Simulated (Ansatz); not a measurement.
Runs of Ansatz 0.2.0 on Re. Symmetry: P6_3/mmc, No. 194, hexagonal system. The conventional cell has a = 2.761 Å, b = 2.761 Å, c = 4.458 Å, α = 90.00°, β = 90.00°, γ = 120.00°. Around Re (site symmetry -6m2) lie 12 Re at 2.74 to 2.76 Å. 

```csv
level,pressure (GPa),relaxed volume (Å³/atom)
PBEsol,0.0,14.56
RPBE,0.0,15.12
revPBE+D3(BJ),0.0,(a)
revPBE+D4,0.0,14.65
```

Alike in all rows: task relaxation of cell and atoms; potentials or basis all-electron LAPW, scalar-relativistic; no spin polarisation; cell relaxed; k mesh 11 × 11 × 6; smearing fermi-dirac 0.05 eV; basis error allowed 0.001 eV/atom.

Question: Estimate the missing entries.

Answer: (a) 14.54.

Runs at the PBE level aren't shown here.
